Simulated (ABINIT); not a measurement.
# Mo (P-1) in ABINIT: reference runs

Aim: a first look at Mo with PBE, on the cell as given.

Program: ABINIT 10.8.3 (patched build). These are calculated values, not measurements. Logs are shortened: lines on timing, memory, paths and dates and some standing lists are left out, and cuts for length are marked. The log counts tension as positive stress, the text compression.

## 1. The structure

The typed cell holds 2 atoms: a = 2.736 Å, b = 2.736 Å, c = 5.110 Å, α = 90.00°, β = 90.00°, γ = 120.00°.

This isn't the form of Mo at room conditions, which is bcc.

## 2. Single point, PBE

Contents of run.abi:

```
# Pseudopotentials
pp_dirpath "./"
pseudos "Mo.GGA_PBE-JTH.xml"

# Structure
structure "poscar:POSCAR"
natom 2
chkprim 0
chksymtnons 0
tolsym 1.0e-6

# Plane-wave basis
ecut 15.0
pawecutdg 30.0
pawxcdev 0

# k points
kptopt 1
ngkpt 11 11 5
nshiftk 1
shiftk 0.0 0.0 0.0

# Exchange and correlation
ixc 11

# Bands and occupations
nband 18
occopt 3
tsmear 0.00183747

# SCF cycle
nstep 100
tolvrs 1.0e-9

# Output
iomode 3
prtwf 0
prtden 0
prteig 0
prtebands 0
```

Contents of POSCAR:

```
Mo
1.0
    2.7355104000      0.0000000000      0.0000000000
   -1.3677552000      2.3690215000      0.0000000000
    0.0000000000      0.0000000000      5.1103614000
Mo
2
Direct
    0.9254484000      0.8961223100      0.2185161500  Mo
    0.0745516000      0.1038776900      0.7814838500  Mo
```

Potentials or basis: JTH PAW PBE v2.0.

On the command line:

```console
$ abinit run.abi > log 2>&1
```

run.abo:

```text
.Version 10.8.3 of ABINIT
 Symmetries : space group P-1 (#  2); Bravais aP (primitive triclinic)
================================================================================
 Values of the parameters that define the memory need of the present run
     intxc =       0    ionmov =       0      iscf =      17    lmnmax =      18
     lnmax =       6     mgfft =      36  mpssoang =       3    mqgrid =    3001
     natom =       2  nloc_mem =       2    nspden =       1   nspinor =       1
    nsppol =       1      nsym =       2    n1xccc =       1    ntypat =       1
    occopt =       3   xclevel =       2
       mpw =         643          nfft =       11664          nkpt =         303
 PAW method is used; the additional fine FFT grid is defined by:
   mgfftf=        48    nfftf =     34992
================================================================================
================================================================================

--------------------------------------------------------------------------------
------------- Echo of variables that govern the present computation ------------
--------------------------------------------------------------------------------
 -outvars: echo values of preprocessed input variables --------
            acell      1.0000000000E+00  1.0000000000E+00  1.0000000000E+00 Bohr
              amu      9.59400000E+01
          chkprim           0
      chksymtnons           0
             ecut      1.50000000E+01 Hartree
                       outvar_i_n : Printing only first  50 k-points.
              ixc          11
                       outvar_i_n : Printing only first  50 k-points.
         kptrlatt       11    0    0      0   11    0      0    0    5
          kptrlen      4.82859173E+01
            natom           2
            nband          18
            ngfft          18      18      36
          ngfftdg          27      27      48
             nkpt         303
            nstep         100
             nsym           2
           ntypat           1
                       prtocc : prtvol=0, do not print more k-points.
           occopt           3
        pawecutdg      3.00000000E+01 Hartree
         pawxcdev           0
           prtden           0
        prtebands           0
           prteig           0
            prtwf           0
            rprim      5.1693654706E+00  0.0000000000E+00  0.0000000000E+00
                      -2.5846827353E+00  4.4768018214E+00  0.0000000000E+00
                       0.0000000000E+00  0.0000000000E+00  9.6571834504E+00
          spgroup           2
           tolsym      1.00000000E-06
           tolvrs      1.00000000E-09
           tsmear      1.83747000E-03 Hartree
            typat      1  1
           useylm           1
                       outvars : Printing only first  50 k-points.
           xangst      1.3058977735E+00  2.1229330190E+00  1.1166964982E+00
                       6.1857426475E-02  2.4608848098E-01  3.9936649018E+00
            xcart      2.4677891404E+00  4.0117619896E+00  2.1102505474E+00
                       1.1689359489E-01  4.6503983179E-01  7.5469329030E+00
             xred      9.2544840000E-01  8.9612231000E-01  2.1851615000E-01
                       7.4551600000E-02  1.0387769000E-01  7.8148385000E-01
            znucl       42.00000

================================================================================

 chkinp: Checking input parameters for consistency.

================================================================================
== DATASET  1 ==================================================================

--- !DatasetInfo
iteration_state: {dtset: 1, }
dimensions: {natom: 2, nkpt: 303, mband: 18, nsppol: 1, nspinor: 1, nspden: 1, mpw: 643, }
cutoff_energies: {ecut:  15.0, pawecutdg:  30.0, }
electrons: {nelect:   2.80000000E+01, charge:   0.00000000E+00, occopt:   3.00000000E+00, tsmear:   1.83747000E-03, }
meta: {optdriver: 0, ionmov: 0, optcell: 0, iscf: 17, paral_kgb: 0, }
...

 Exchange-correlation functional for the present dataset will be:
  GGA: Perdew-Burke-Ernzerhof functional - ixc=11
  J.P.Perdew, K.Burke, M.Ernzerhof, PRL 77, 3865 (1996)

 Real(R)+Recip(G) space primitive vectors, cartesian coordinates (Bohr,Bohr^-1):
 R(1)=  5.1693655  0.0000000  0.0000000  G(1)=  0.1934473  0.1116869  0.0000000
 R(2)= -2.5846827  4.4768018  0.0000000  G(2)=  0.0000000  0.2233737  0.0000000
 R(3)=  0.0000000  0.0000000  9.6571835  G(3)=  0.0000000  0.0000000  0.1035499
 Unit cell volume ucvol=  2.2348871E+02 bohr^3
 Angles (23,13,12)=  9.00000000E+01  9.00000000E+01  1.20000000E+02 degrees

 Coarse grid specifications (used for wave-functions):

 getcut: wavevector=  0.0000  0.0000  0.0000  ngfft=  18  18  36
         ecut(hartree)=     15.000   => boxcut(ratio)=   2.00132

 Fine grid specifications (used for densities):

 getcut: wavevector=  0.0000  0.0000  0.0000  ngfft=  27  27  48
         ecut(hartree)=     30.000   => boxcut(ratio)=   2.01588

--- Pseudopotential description ------------------------------------------------
- pspini: atom type   1  psp file is ./Mo.GGA_PBE-JTH.xml
 Pseudopotential format is: paw10
 basis_size (lnmax)=  6 (lmn_size= 18), orbitals=   0   0   1   1   2   2
 Spheres core radius: rc_sph= 2.20740211
 Shapefunction is SIN type: shapef(r)=[sin(pi*r/rshp)/(pi*r/rshp)]**2
 Radius for shape functions =  1.91008465
 Compensation charge density is not taken into account in XC energy/potential

   1.55159980E+03                                ecore*ucvol(ha*bohr**3)
--------------------------------------------------------------------------------

[... 7 lines left out ...]

     iter   Etot(hartree)      deltaE(h)  residm     nres2
 ETOT  1  -137.14259007875    -1.371E+02 1.383E+00 4.237E+00
 ETOT  2  -137.62409397516    -4.815E-01 7.543E-02 8.497E-01
 ETOT  3  -137.62148009047     2.614E-03 1.293E-02 2.009E-01
 ETOT  4  -137.62101300543     4.671E-04 5.863E-03 1.089E-02
 ETOT  5  -137.62103126345    -1.826E-05 2.444E-03 1.467E-04
 ETOT  6  -137.62103204209    -7.786E-07 3.968E-03 4.278E-05
 ETOT  7  -137.62103217187    -1.298E-07 3.626E-03 1.965E-06
 ETOT  8  -137.62103216902     2.845E-09 3.052E-03 2.215E-08
 ETOT  9  -137.62103216973    -7.046E-10 1.371E-03 9.635E-09
 ETOT 10  -137.62103216971     1.486E-11 7.642E-04 1.120E-10

 At SCF step   10       nres2   =  1.12E-10 < tolvrs=  1.00E-09 =>converged.

 Cartesian components of stress tensor (hartree/bohr^3)
  sigma(1 1)= -4.32204278E-04  sigma(3 2)=  3.70748837E-04
  sigma(2 2)= -4.84507923E-04  sigma(3 1)=  8.99262550E-05
  sigma(3 3)= -2.60826707E-04  sigma(2 1)= -6.26390895E-05

--- !ResultsGS
iteration_state: {dtset: 1, }
comment   : Summary of ground state results
lattice_vectors:
- [  5.1693655,   0.0000000,   0.0000000, ]
- [ -2.5846827,   4.4768018,   0.0000000, ]
- [  0.0000000,   0.0000000,   9.6571835, ]
lattice_lengths: [   5.16937,    5.16937,    9.65718, ]
lattice_angles: [ 90.000,  90.000, 120.000, ] # degrees, (23, 13, 12)
lattice_volume:   2.2348871E+02
convergence: {deltae:  1.486E-11, res2:  1.120E-10, residm:  7.642E-04, diffor: null, }
etotal    :  -1.37621032E+02
entropy   :   0.00000000E+00
fermie    :   4.61555867E-01
cartesian_stress_tensor: # hartree/bohr^3
- [ -4.32204278E-04,  -6.26390895E-05,   8.99262550E-05, ]
- [ -6.26390895E-05,  -4.84507923E-04,   3.70748837E-04, ]
- [  8.99262550E-05,   3.70748837E-04,  -2.60826707E-04, ]
pressure_GPa:   1.1548E+01
xred      :
- [  9.2545E-01,   8.9612E-01,   2.1852E-01, Mo]
- [  7.4552E-02,   1.0388E-01,   7.8148E-01, Mo]
cartesian_forces: # hartree/bohr
- [ -6.59737049E-03,  -2.62412153E-02,   5.57284193E-02, ]
- [  6.59737049E-03,   2.62412153E-02,  -5.57284193E-02, ]
force_length_stats: {min:   6.19498458E-02, max:   6.19498458E-02, mean:   6.19498458E-02, }
...

 Integrated electronic density in atomic spheres:
 ------------------------------------------------
 Atom  Sphere_radius  Integrated_density
    1        2.20740         11.43106932
    2        2.20740         11.43106932

================================================================================

 ----iterations are completed or convergence reached----

 Mean square residual over all n,k,spin=   17.779E-07; max=  76.416E-05
 reduced coordinates (array xred) for    2 atoms
       0.925448400000      0.896122310000      0.218516150000
       0.074551600000      0.103877690000      0.781483850000
 rms dE/dt=  3.1669E-01; max dE/dt=  5.3818E-01; dE/dt below (all hartree)
    1       0.034104219225      0.100424610669     -0.538179568708
    2      -0.034104219225     -0.100424610669      0.538179568708

 cartesian coordinates (angstrom) at end:
    1      1.30589777352485     2.12293301901967     1.11669649823661
    2      0.06185742647515     0.24608848098034     3.99366490176339

 cartesian forces (hartree/bohr) at end:
    1     -0.00659737049346    -0.02624121526227     0.05572841931309
    2      0.00659737049346     0.02624121526227    -0.05572841931309
 frms,max,avg= 3.5766760E-02 5.5728419E-02   0.000E+00  0.000E+00  0.000E+00 h/b

 cartesian forces (eV/Angstrom) at end:
    1     -0.33925043091106    -1.34937754279255     2.86567054021008
    2      0.33925043091106     1.34937754279255    -2.86567054021008
 frms,max,avg= 1.8392008E+00 2.8656705E+00   0.000E+00  0.000E+00  0.000E+00 e/A
 length scales=  1.000000000000  1.000000000000  1.000000000000 bohr
              =  0.529177210544  0.529177210544  0.529177210544 angstroms
 Fermi (or HOMO) energy (hartree) =   0.46156   Average Vxc (hartree)=  -0.45102
 Eigenvalues (hartree) for nkpt= 303  k points:
 kpt#   1, nband= 18, wtk=  0.00165, kpt=  0.0000  0.0000  0.0000 (reduced coord)
  -1.78229   -1.76761   -0.86769   -0.80006   -0.79785   -0.79244   -0.78934   -0.78484
   0.21447    0.31428    0.31679    0.42660    0.43449    0.44766    0.45409    0.48131
   0.49762    0.51887
      occupation numbers for kpt#   1
   2.00000    2.00000    2.00000    2.00000    2.00000    2.00000    2.00000    2.00000
   2.00000    2.00000    2.00000    2.00000    2.00000    1.99896    1.96615    0.00004
   0.00000    0.00000
 prteigrs : prtvol=0 or 1, do not print more k-points.

--- !EnergyTerms
iteration_state     : {dtset: 1, }
comment             : Components of total free energy in Hartree
kinetic             :  1.96312029541542E+01
hartree             :  2.44765481209733E+01
xc                  : -7.73236337641018E+00
Ewald energy        : -1.14462743497581E+02
psp_core            :  6.94263169158668E+00
local_psp           : -8.35383270530812E+01
PAW spherical_terms :  1.70628347619351E+01
internal            : -1.37620216398423E+02
'-kT*entropy'       : -8.04719318207871E-04
total_energy        : -1.37621021117742E+02
total_energy_eV     : -3.74485876120118E+03
...

--- !EnergyTermsDC
iteration_state     : {dtset: 1, }
comment             : '"Double-counting" decomposition of free energy'
band_energy         : -1.25228211670502E+01
Ewald energy        : -1.14462743497581E+02
psp_core            :  6.94263169158668E+00
xc_dc               : -2.21223719731252E+01
PAW spherical_terms :  4.54507749577548E+00
internal            : -1.37620227450395E+02
'-kT*entropy'       : -8.04719318207871E-04
total_energy_dc     : -1.37621032169713E+02
total_energy_dc_eV  : -3.74485906194063E+03
...

--- !EnergyTermsWithPAWCore
iteration_state     : {dtset: 1, }
comment             : 'Components of total free energy, including PAW core contributions'
Total energy        : -8.09797104608698E+03
Total energy DC     : -8.09797105713895E+03
Total energy (eV)   : -2.20357017943844E+05
Total energy DC (eV): -2.20357018244583E+05
...

 Cartesian components of stress tensor (hartree/bohr^3)
  sigma(1 1)= -4.32204278E-04  sigma(3 2)=  3.70748837E-04
  sigma(2 2)= -4.84507923E-04  sigma(3 1)=  8.99262550E-05
  sigma(3 3)= -2.60826707E-04  sigma(2 1)= -6.26390895E-05

-Cartesian components of stress tensor (GPa)         [Pressure=  1.1548E+01 GPa]
- sigma(1 1)= -1.27158889E+01  sigma(3 2)=  1.09078074E+01
- sigma(2 2)= -1.42547152E+01  sigma(3 1)=  2.64572176E+00
- sigma(3 3)= -7.67378666E+00  sigma(2 1)= -1.84290564E+00

== END DATASET(S) ==============================================================
================================================================================

 -outvars: echo values of variables after computation  --------
            acell      1.0000000000E+00  1.0000000000E+00  1.0000000000E+00 Bohr
           etotal     -1.3762103217E+02
            fcart     -6.5973704935E-03 -2.6241215262E-02  5.5728419313E-02
                       6.5973704935E-03  2.6241215262E-02 -5.5728419313E-02
            rprim      5.1693654706E+00  0.0000000000E+00  0.0000000000E+00
                      -2.5846827353E+00  4.4768018214E+00  0.0000000000E+00
                       0.0000000000E+00  0.0000000000E+00  9.6571834504E+00
           strten     -4.3220427836E-04 -4.8450792313E-04 -2.6082670724E-04
                       3.7074883746E-04  8.9926254974E-05 -6.2639089505E-05
           xangst      1.3058977735E+00  2.1229330190E+00  1.1166964982E+00
                       6.1857426475E-02  2.4608848098E-01  3.9936649018E+00
             xred      9.2544840000E-01  8.9612231000E-01  2.1851615000E-01
                       7.4551600000E-02  1.0387769000E-01  7.8148385000E-01
 Calculation completed.
```

It took 90 s on 1 thread of Arm Neoverse V1, shared host; peak memory 0.19 GiB.

What came out:

```yaml
Free_energy: -3744.8591 eV
Pressure: 11.5 GPa
Largest_force: 3.186 eV/Å
Band_gap_on_the_k_mesh: none (metal or under the smearing width)
```

Forces in eV/Å, atoms in the order of the input:
```
Mo  -0.339 -1.349  2.866
Mo   0.339  1.349 -2.866
```

Caveat: forces of over 1 eV/Å show positions far from the minimum, so gaps and moduli don't describe the material at rest; the atomic spheres overlap.

## 3. Single point, PBE

Contents of run.py:

```python
import json, os
import numpy as np
from ase.units import GPa
from ase.calculators.abinit import Abinit, AbinitProfile
from ase.io import read

atoms = read('POSCAR')

profile = AbinitProfile(command='abinit', pp_paths=[os.path.abspath('pseudos')])
params = dict(
    pps='pawxml', xc='PBE',
    chksymtnons=0,
    tolsym=1e-06,
    ecut=408.1708,
    pawecutdg=816.3416,
    pawxcdev=0,
    kptopt=1,
    ngkpt=[11, 11, 5],
    nshiftk=1,
    shiftk=[0.0, 0.0, 0.0],
    ixc=11,
    nband=18,
    occopt=3,
    tsmear=0.05,
    nstep=100,
    tolvrs=1e-09,
    prtwf=0,
    prtden=0,
)

atoms.calc = Abinit(profile=profile, directory='run', **params)
energy = atoms.get_potential_energy()
forces = atoms.get_forces()
stress = atoms.get_stress()
print(f'energy {energy:.6f} eV')
print('forces (eV/A)')
print(np.round(forces, 5))
print('stress (GPa, Voigt, tension positive)', np.round(stress / GPa, 4))
json.dump(dict(energy=energy, forces=forces.tolist(), stress=stress.tolist(), cell=atoms.cell.tolist(), frac=atoms.get_scaled_positions(wrap=False).tolist()), open('results.json', 'w'))
```

Contents of POSCAR:

```
Mo
1.0
    2.7355104000      0.0000000000      0.0000000000
   -1.3677552000      2.3690215000      0.0000000000
    0.0000000000      0.0000000000      5.1103614000
Mo
2
Direct
    0.9254484000      0.8961223100      0.2185161500
    0.0745516000      0.1038776900      0.7814838500
```

Potentials or basis: JTH PAW PBE v2.0.

On the command line:

```console
$ python run.py
```

The log of the run:

```text
energy -3744.858761 eV
forces (eV/A)
[[-0.33925 -1.34938  2.86567]
 [ 0.33925  1.34938 -2.86567]]
stress (GPa, Voigt, tension positive) [-12.7159 -14.2547  -7.6738  10.9078   2.6457  -1.8429]
```

abinit.in:

```text
chksymtnons 0
ecut 408.1708 eV
ixc 11
kptopt 1
natom 2
nband 18
ngkpt
11 11 5
nshiftk 1
nsppol 1
nstep 100
occopt 3
pawecutdg 816.3416 eV
pawxcdev 0
prtden 0
prtwf 0
shiftk
0.0 0.0 0.0
tolsym 1e-06
tolvrs 1e-09
tsmear 0.05 eV
#Definition of the unit cell
acell
1.00000000000000 1.00000000000000 1.00000000000000 Angstrom
rprim
2.73551040000000 0.00000000000000 0.00000000000000
-1.36775520000000 2.36902150000000 0.00000000000000
0.00000000000000 0.00000000000000 5.11036140000000
chkprim 0 # Allow non-primitive cells
#Definition of the atom types
ntypat 1
znucl 42
#Enumerate different atomic species
typat
 1 1
pseudos "./pseudos/Mo.GGA_PBE-JTH.xml"
#Definition of the atoms
xcart
2.46778914030218 4.01176198944333 2.11025054734833
0.11689359488713 0.46503983177606 7.54693290270025
chkexit 1 # abinit.exit file in the running directory terminates after the current SCF
```

abinit.abo:

```text
.Version 10.8.3 of ABINIT
 Symmetries : space group P-1 (#  2); Bravais aP (primitive triclinic)
================================================================================
 Values of the parameters that define the memory need of the present run
     intxc =       0    ionmov =       0      iscf =      17    lmnmax =      18
     lnmax =       6     mgfft =      36  mpssoang =       3    mqgrid =    3001
[... 264 lines left out ...]
           strten     -4.3220428114E-04 -4.8450791794E-04 -2.6082668937E-04
                       3.7074884185E-04  8.9926260809E-05 -6.2639067486E-05
           xangst      1.3058977735E+00  2.1229330189E+00  1.1166964982E+00
                       6.1857426473E-02  2.4608848097E-01  3.9936649016E+00
             xred      9.2544839997E-01  8.9612230997E-01  2.1851614999E-01
                       7.4551599997E-02  1.0387769000E-01  7.8148384997E-01
 Calculation completed.
```

Run time: 92 s. Hardware: 1 thread of Arm Neoverse V1, shared host; peak memory 0.19 GiB.

What came out:

```
Free energy            : -3744.8591 eV
Pressure               : 11.5 GPa
Largest force          : 3.186 eV/Å
Band gap on the k mesh : none (metal or under the smearing width)
```

Forces in eV/Å, atoms in the order of the input:
```
Mo  -0.339 -1.349  2.866
Mo   0.339  1.349 -2.866
```

Levels at points of the mesh, in eV from the Fermi level:
```tsv
k point	band 11	band 12	band 13	band 14	band 15	band 16	band 17	band 18
(0.00, 0.00, 0.00)	-3.94	-0.95	-0.74	-0.38	-0.20	0.54	0.98	1.56
```

Caveat: forces of over 1 eV/Å show positions far from the minimum, so gaps and moduli don't describe the material at rest; the atomic spheres overlap.
